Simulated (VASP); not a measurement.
# CsPbCl3 (R32) in VASP: notebook, part 2 of 3

VASP 6.6.1. Earlier steps stand in the parts before.

**3. Single point, PBE (strain -0.080 along x and y, -0.080 along z, atoms carried along)**

Contents of INCAR:

```
PREC     = Accurate       # precision mode
ENCUT    = 520            # plane-wave cutoff, eV
EDIFF    = 1E-6           # SCF threshold, eV
ISMEAR   = 0              # smearing method
SIGMA    = 0.05           # smearing width, eV
LREAL    = F              # projectors in reciprocal space
LASPH    = T              # aspherical terms in the spheres
NELM     = 100            # most SCF steps
ALGO     = Fast           # electronic algorithm
ISIF     = 2              # what is computed and relaxed
LWAVE    = F              # write WAVECAR
LCHARG   = F              # write CHGCAR
GGA      = PE             # functional
NBANDS   = 30             # bands
```

Contents of KPOINTS:

```
regular mesh
0
Gamma
  6 6 6
```

Contents of POSCAR:

```
CsPbCl3
1.0
    3.6829027064      2.1263248689      3.0319110208
   -3.6829027064      2.1263248689      3.0319110208
    0.0000000000     -4.2526497378      3.0319110208
Cs Pb Cl
1 1 3
Direct
    0.5000000000      0.5000000000      0.5000000000
    0.0000000000      0.0000000000      0.0000000000
    0.5000000000      0.0186003000      0.9813997000
    0.0186003000      0.9813997000      0.5000000000
    0.9813997000      0.5000000000      0.0186003000
```

Potentials or basis: VASP PAW PBE potentials, release 64 (Cs_sv, Pb_d, Cl).

The run is started by

```sh
$ cat potpaw_PBE.64/Cs_sv/POTCAR potpaw_PBE.64/Pb_d/POTCAR potpaw_PBE.64/Cl/POTCAR > POTCAR
$ mpirun -np 1 vasp_std > vasp.out
```

OUTCAR:

```text
PREC = Accurate
   ENCUT = 520
   EDIFF = 1E-6
   ISMEAR = 0
   LREAL = F
   LASPH = T
   NELM = 100
   ISIF = 2
   GGA = PE

 ion  position               nearest neighbor table
   1  0.500  0.500  0.500-
   2  0.000  0.000  0.000-   4 2.61   4 2.61   3 2.61   5 2.61   5 2.61   3 2.61
   3  0.500  0.019  0.981-   2 2.61   2 2.61
   4  0.019  0.981  0.500-   2 2.61   2 2.61
   5  0.981  0.500  0.019-   2 2.61   2 2.61

  LATTYP: Found a trigonal (rhomboedric) cell.
 ALAT       =     5.2227879749
 COS(alpha) =     0.0054979182

  Lattice vectors:

 A1 = (   3.6829027064,   2.1263248689,   3.0319110208)
 A2 = (  -3.6829027064,   2.1263248689,   3.0319110208)
 A3 = (   0.0000000000,  -4.2526497378,   3.0319110208)

Analysis of symmetry for initial positions (statically):
=====================================================================
 Subroutine PRICEL returns:
 Original cell was already a primitive cell.

 Routine SETGRP: Setting up the symmetry group for a
 trigonal (rhombohedral) supercell.

 Subroutine GETGRP returns: Found  6 space group operations
 (whereof  6 operations were pure point group operations)
 out of a pool of 12 trial point group operations.

The static configuration has the point symmetry D_3 .

Analysis of symmetry for dynamics (positions and initial velocities):
=====================================================================
 Subroutine PRICEL returns:
 Original cell was already a primitive cell.

 Routine SETGRP: Setting up the symmetry group for a
 trigonal (rhombohedral) supercell.

 Subroutine GETGRP returns: Found  6 space group operations
 (whereof  6 operations were pure point group operations)
 out of a pool of 12 trial point group operations.

The dynamic configuration has the point symmetry D_3 .

 Subroutine INISYM returns: Found  6 space group operations
 (whereof  6 operations are pure point group operations),
 and found     1 'primitive' translations

----------------------------------------------------------------------------------------

                                     Primitive cell

  volume of cell :     142.4582

  direct lattice vectors                    reciprocal lattice vectors
     3.682902706  2.126324869  3.031911021     0.135762479  0.078382504  0.109941661
    -3.682902706  2.126324869  3.031911021    -0.135762479  0.078382504  0.109941661
     0.000000000 -4.252649738  3.031911021     0.000000000 -0.156765007  0.109941661

  length of vectors
     5.222787975  5.222787975  5.222787975     0.191474375  0.191474375  0.191474375

  position of ions in fractional coordinates (direct lattice)
     0.500000000  0.500000000  0.500000000
     0.000000000  0.000000000  0.000000000
     0.500000000  0.018600300  0.981399700
     0.018600300  0.981399700  0.500000000
     0.981399700  0.500000000  0.018600300

  ion indices of the primitive-cell ions
   primitive index   ion index
                 1           1
                 2           2
                 3           3
[... 23 lines left out ...]

 Subroutine IBZKPT returns following result:
 ===========================================

 Found     32 irreducible k-points:

 Following reciprocal coordinates:
            Coordinates               Weight
  0.000000  0.000000  0.000000      1.000000
  0.166667  0.000000 -0.000000      6.000000
  0.333333  0.000000  0.000000      6.000000
  0.500000 -0.000000  0.000000      3.000000
  0.166667  0.166667 -0.000000      6.000000
  0.333333  0.166667  0.000000     12.000000
[... 16 lines left out ...]
  0.500000  0.500000  0.166667      6.000000
 -0.333333  0.500000  0.166667     12.000000
 [... further k-points ...]
   k-points           NKPTS =     32   k-points in BZ     NKDIM =     32   number of bands    NBANDS=     30
   number of dos      NEDOS =    301   number of ions     NIONS =      5
   total plane-waves  NPLWV =  64000
   dimension x,y,z NGX =    40 NGY =   40 NGZ =   40
   dimension x,y,z NGXF=    80 NGYF=   80 NGZF=   80
   ions per type =               1   1   3
   NGX,Y,Z   is equivalent  to a cutoff of  12.73, 12.73, 12.73 a.u.
   NGXF,Y,Z  is equivalent  to a cutoff of  25.46, 25.46, 25.46 a.u.
 SYSTEM =  unknown system
   PREC   = accura    normal or accurate (medium, high low for compatibility)
   ISTART =      0    job   : 0-new  1-cont  2-samecut
   ICHARG =      2    charge: 1-file 2-atom 10-const
   ISPIN  =      1    spin polarized calculation?
   LNONCOLLINEAR =      F non collinear calculations
   LSORBIT =      F    spin-orbit coupling
   LASPH  =      T    aspherical Exc in radial PAW
   ENCUT  =  520.0 eV  38.22 Ry    6.18 a.u.   9.71  9.71  9.71*2*pi/ulx,y,z
   NELM   =    100;   NELMIN=  2; NELMDL= -5     # of ELM steps
   EDIFF  = 0.1E-05   stopping-criterion for ELM
   LREAL  =      F    real-space projection
   EDIFFG = 0.1E-04   stopping-criterion for IOM
   NSW    =      0    number of steps for IOM
   IBRION =     -1    ionic relax: 0-MD 1-quasi-New 2-CG
   NFREE  =      0    steps in history (QN), initial steepest desc. (CG)
   ISIF   =      2    stress and relaxation
   ISYM   =      2    0-nonsym 1-usesym 2-fastsym
   POTIM  = 0.5000    time-step for ionic-motion
   TEBEG  =    0.0;   TEEND  =   0.0 temperature during run
   PSTRESS=    0.0 pullay stress
   NELECT =      44.0000    total number of electrons
   NUPDOWN=      -1.0000    fix difference up-down
   EMIN   =  10.00;   EMAX   =-10.00  energy-range for DOS
   EFERMI =   0.00;   METHOD = LEGACY
   ISMEAR =     0;   SIGMA  =   0.05  broadening in eV -4-tet -1-fermi 0-gaus
   EFERMI_NEDOS =   21; number of points for ismear=-14 and -15
   IALGO  =     68    algorithm
   IMIX   =      4    mixing-type and parameters
     AMIX     =   0.40;   BMIX     =  1.00
     AMIX_MAG =   1.60;   BMIX_MAG =  1.00
  volume/ion in A,a.u.               =      28.49       192.27
  Fermi-wavevector in a.u.,A,eV,Ry     =   1.106615  2.091199 16.661649  1.224597
  Thomas-Fermi vector in A             =   2.243118
   LORBIT       =      0    0 simple, 1 ext, 2 COOP (PROOUT), +10 PAW based schemes
   GGA     = PE    functional components
   LHFCALC =     F    Hartree Fock is set to
   AEXX    =    0.0000 exact exchange contribution
   IVDW    =     0    specifies the selected vdW correction
   LEPSILON=     F    determine dielectric tensor
   LRPA    =     F    only Hartree local field effects (RPA)
 non-spin polarized calculation
 RMM-DIIS sequential band-by-band and
 Gauss-broadening in eV      SIGMA  =   0.05
  energy-cutoff  :      520.00
  volume of cell :      142.46
 maximum number of plane-waves:      3860
   NGX = 19   NGY = 19   NGZ = 19

 number of electron      43.9999995 magnetization

 Free energy of the ion-electron system (eV)
  ---------------------------------------------------
  ext. energy  EPLUGINS =         0.00000000
  ---------------------------------------------------
  free energy    TOTEN  =       -16.26753039 eV

  energy without entropy =      -16.26753039  energy(sigma->0) =      -16.26753039

 E-fermi :   5.1590     XC(G=0):  -8.7743

 val. band max:        4.9277505579   @ k =   0.5000   0.5000   0.5000
 cond. band min:       5.7374694959   @ k =   0.5000   0.5000   0.5000
 fundamental gap:      0.8097189379
 Fermi energy:         5.1589835038

 k-point     1 :       0.0000    0.0000    0.0000
  band No.  band energies     occupation
      1     -17.8260      2.00000
      2     -13.4867      2.00000
      3     -13.4867      2.00000
      4     -12.7480      2.00000
      5     -12.7480      2.00000
      6     -12.7446      2.00000
[... 781 lines left out ...]
     29       9.9746      0.00000
     30      10.1696      0.00000

 [... further k-points ...]

------------------------ aborting loop because EDIFF is reached ----------------------------------------

  FORCE on cell =-STRESS in cart. coord.  units (eV):
  Direction    XX          YY          ZZ          XY          YZ          ZX
  --------------------------------------------------------------------------------------
  -------------------------------------------------------------------------------------
  Total       10.3481772     10.3481772     10.3150491      0.0000000      0.0000000      0.0000000
  in kB      116.3822831    116.3822831    116.0097031      0.0000000      0.0000000      0.0000000
  external PRESSURE =     116.2580898 kB  Pullay stress =       0.0000000 kB

 VOLUME and BASIS-vectors are now :
 -----------------------------------------------------------------------------
  energy-cutoff  :      520.00
  volume of cell :      142.46
      direct lattice vectors                 reciprocal lattice vectors
     3.682902706  2.126324869  3.031911021     0.135762479  0.078382504  0.109941661
    -3.682902706  2.126324869  3.031911021    -0.135762479  0.078382504  0.109941661
     0.000000000 -4.252649738  3.031911021     0.000000000 -0.156765007  0.109941661

 POSITION                                       TOTAL-FORCE (eV/Angst)
 -----------------------------------------------------------------------------------
      0.00000      0.00000      4.54787         0.000000      0.000000      0.000000
      0.00000      0.00000      0.00000        -0.000000     -0.000000      0.000000
      1.77295     -3.07084      4.54787        -0.018408      0.031883      0.000000
     -3.54590      0.00000      4.54787         0.036816      0.000000     -0.000000
      1.77295      3.07084      4.54787        -0.018408     -0.031883      0.000000
 -----------------------------------------------------------------------------------
    total drift:                               -0.000001      0.000000     -0.000000

  FREE ENERGIE OF THE ION-ELECTRON SYSTEM (eV)
  ---------------------------------------------------
  free  energy   TOTEN  =       -16.2675303885 eV

  energy  without entropy=      -16.2675303885  energy(sigma->0) =      -16.26753039
```

Run time: 95 s. Hardware: 1 thread of Intel Xeon 6975P-C (Granite Rapids), shared host; peak memory 0.32 GiB.

Results:

```yaml
Free_energy: -16.2675 eV
Pressure: 11.6 GPa
Largest_force: 0.037 eV/Å
Band_gap_on_the_k_mesh: 0.81 eV, direct
```

Forces on the atoms (eV/Å):
```
Cs   0.000  0.000  0.000
Pb   0.000  0.000  0.000
Cl  -0.018  0.032  0.000
Cl   0.037  0.000  0.000
Cl  -0.018 -0.032  0.000
```

Caveat: spin-orbit coupling is left out, which as a rule narrows the gap of such compounds by several tenths of an eV. A k mesh can miss the band edges.

(Part 2 of 3 ends here.)
